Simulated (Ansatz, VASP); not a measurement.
**One calculation of Sb, two programs**

```
Sb
1.0
     2.80384   -1.95630    0.00000
     2.80384    1.95630    0.00000
     0.00000    0.00000   11.13381
Sb
4
Direct
  0.75733 0.24267 0.15213
  0.74267 0.25733 0.65213
  0.24267 0.75733 0.84787
  0.25733 0.74267 0.34787
```

Alike in both runs: functional r2SCAN; k mesh 6 × 6 × 2; occupations gaussian, width 0.1 eV; no spin polarisation.

Ansatz relaxed the structure, and its values are those at the end. VASP's run is a single point on that final structure, the one shown.

```csv
,VASP,Ansatz
version,VASP 6.6.1,Ansatz 0.2.0
potentials or method,"VASP PAW PBE potentials, release 64 (Sb)","scalar-relativistic, plane waves, PAW"
plane-wave cutoff (eV),520,500
valence electrons in the cell,20,60
```

VASP gave:

* gap on the k mesh at the Fermi level (eV): none
* pressure (GPa): 0.1
* rms of the force components (eV/Å): 0.016

Task: Estimate Ansatz's values.

Result: gap on the k mesh at the Fermi level (eV): none; pressure (GPa): 0.0; rms of the force components (eV/Å): 0.005.

A gap of «none» marks a metal or a gap that the smearing closes. The two sets of potentials don't hold the same shells in valence.

Caveats: the PAW data sets were made with another functional, which shifts forces and pressure a little (VASP). The runs have no spin-orbit coupling, so splittings on Sb are missing.
